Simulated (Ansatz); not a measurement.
Runs of Ansatz 0.2.0 on ZrH. Symmetry: I-4m2, No. 119, tetragonal system. Conventional cell: a = 3.288 Å, b = 3.288 Å, c = 5.009 Å, α = 90.00°, β = 90.00°, γ = 90.00°. Zr (site symmetry -4m2) is surrounded by 4 H at 2.07 Å. Around H (site symmetry -4m2) lie 4 Zr at 2.07 Å. The cell comes from a database or a generator and needn't be the stable form of this composition.

```tsv
level	gap on the mesh (eV)	pressure (GPa)	relaxed volume (Å³/atom)
PBEsol+D3(BJ)	none	0.0	12.58
PBEsol+D4	none	0.0	12.89
PBEsol+D3(BJ)-ATM	none	0.0	12.65
PBEsol	none	0.0	(a)
```

Alike in all rows: task relaxation of cell and atoms; potentials or basis Ansatz PAW; no spin polarisation; cell relaxed; k mesh 11 × 11 × 11; cutoff (eV) 420; smearing fermi-dirac 0.05 eV.

Question: Fill in the values left out.

Answer: (a) 13.02.

Caveats: the plane-wave basis is chosen anew once the cell has moved, so the energies of steps on either side of that aren't comparable; the PAW data sets come from PBE, with cores solved anew for the run's functional, which leaves a small shift of forces and pressure; pairwise dispersion overbinds metals, which lowers pressure and volume (some runs).

A k mesh can miss the band edges, and the runs leave out spin-orbit coupling on Zr.

A gap of «none» marks a metal or a gap under the smearing width.
